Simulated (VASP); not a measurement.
The system is ZnSe (Stilleite).

```
Se Zn
1.0
     0.00000    2.83380    2.83380
     2.83380    0.00000    2.83380
     2.83380    2.83380    0.00000
Se Zn
1 1
Direct
  0.75000 0.75000 0.75000
  0.00000 0.00000 0.00000
```

| Item | Value |
| --- | --- |
| Program | VASP 6.6.1 |
| Task | relaxation of cell and atoms |
| Functional | PBE |
| Potentials or basis | VASP PAW PBE potentials, release 64 (Se, Zn) |
| Cutoff | 600 eV |
| k mesh | 8 × 8 × 8 |
| Occupations | fermi-dirac, width 0.05 eV |
| Spin | no spin polarisation |

At the start: pressure 2.3 GPa; volume 22.76 Å³/atom.

Problem. Where does the relaxation end?

Solution. Over 5 steps the energy falls by 6.1 meV/atom and the volume is 23.65 Å³/atom (+3.9 %); space group F-43m (No. 216, to 0.05 Å).

The path:
| step | energy change (eV) | largest force (eV/Å) | pressure (GPa) | volume (Å³) |
| --- | --- | --- | --- | --- |
| 1 | 0.0000 | 0.0000 | 2.34 | 45.51 |
| 2 | -0.0114 | 0.0000 | -0.55 | 47.73 |
| 3 | -0.0122 | 0.0000 | 0.11 | 47.25 |
| 4 | -0.0122 | 0.0000 | -0.06 | 47.33 |
| 5 | -0.0122 | 0.0000 | -0.02 | 47.29 |

Final structure:
```
Se Zn
1.0
     0.00000    2.87025    2.87025
     2.87025    0.00000    2.87025
     2.87025    2.87025    0.00000
Se Zn
1 1
Direct
  0.75000 0.75000 0.75000
  0.00000 0.00000 0.00000
```
